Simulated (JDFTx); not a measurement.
## Nb in JDFTx: convergence with k mesh

Input of the first run (k mesh 2 × 2 × 2); the others differ in this setting and in those tied to it:

Contents of Nb.in:

```
lattice \
    5.1393747576     0.0000000000     0.0000000000 \
    0.0000000000     5.1393747576     0.0000000000 \
    0.0000000000     0.0000000000     5.1393747576
coords-type Lattice
ion Nb     0.5000000000     0.5000000000     0.5000000000 1

ion-species pseudo/Nb.upf
elec-cutoff 41
elec-ex-corr lda-PW
kpoint-folding 2 2 2
elec-smearing Gauss 0.0018374661
elec-n-bands 12
electronic-SCF nIterations 100 energyDiffThreshold 1e-09
electronic-minimize nIterations 30 energyDiffThreshold 1e-7
converge-empty-states yes
forces-output-coords Cartesian

dump-name run.$VAR
dump End Ecomponents EigStats BandEigs Kpoints Forces Stress
```

Potentials or basis: PseudoDojo-SR-LDA-0.4.1-standard with smoothed tails.

Run with:

```console
$ jdftx -c 1 -i Nb.in -o Nb.out
```

The cell was built by a generator and needn't be a form met in nature.

Hardware: 1 thread of Arm Neoverse V2, on a shared host.

| k mesh | energy less the tightest run, at zero smearing (meV/atom) | pressure (GPa) | SCF cycles | CPU time (s) | peak memory (GiB) |
| --- | --- | --- | --- | --- | --- |
| 2 × 2 × 2 | -2326.74 | -25.86 | 11 | 1.9 | 0.05 |
| 3 × 3 × 3 | -795.22 | -24.08 | 10 | 1.8 | 0.05 |
| 4 × 4 × 4 | 301.73 | -9.91 | 10 | 3.9 | 0.05 |
| 5 × 5 × 5 | 360.99 | -4.02 | 10 | 4.3 | 0.05 |
| 6 × 6 × 6 | 51.83 | -5.23 | 10 | 7.7 | 0.05 |
| 8 × 8 × 8 | -36.34 | -9.63 | 10 | 13 | 0.06 |
| 10 × 10 × 10 | 66.53 | -7.69 | 10 | 21 | 0.08 |
| 12 × 12 × 12 | 0.00 | -8.05 | 10 | 31 | 0.1 |

Not settled before the last step: the energy (to 1 meV/atom), the pressure (to 0.1 GPa). Meshes of other sizes hit other points, so gaps and Fermi surfaces needn't settle smoothly. The tightest run that finished is the yardstick and may itself not be fully converged.
